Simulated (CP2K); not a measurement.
Runs of CP2K 2026.2 on TiC. The structure is cubic, space group Fm-3m (No. 225). Conventional cell: a = 4.331 Å, b = 4.331 Å, c = 4.331 Å, α = 90.00°, β = 90.00°, γ = 90.00°. Around Ti (site symmetry m-3m) lie 6 C at 2.17 Å. Around C (site symmetry m-3m) lie 6 Ti at 2.17 Å. The cell is a database's computed one.

| level | gap on the mesh (eV) | pressure (GPa) | relaxed volume (Å³/atom) |
| --- | --- | --- | --- |
| LDA | none | 0.0 | (a) |
| PBEsol | none | 0.0 | 9.94 |
| PBE | none | 0.0 | 10.19 |
| PW91 | none | 0.0 | 10.19 |

Alike in all rows: task relaxation of cell and atoms; potentials or basis POTENTIAL_UZH Ti GTH-PBE-q12, C GTH-PBE-q4; TZVP-MOLOPT-PBE-GTH basis; no spin polarisation; cell relaxed; k mesh 8 × 8 × 8; smearing fermi-dirac 0.05 eV.

Fill in the values left out.

(a) 9.80.

Caveats: the basis of atomic orbitals isn't converged, which shifts pressures, moduli and gaps; the real-space grid breaks the cell's symmetry a little; the potentials were made for another functional, which shifts forces and pressure (some runs).

A gap of «none» marks a metal or a gap under the smearing width.
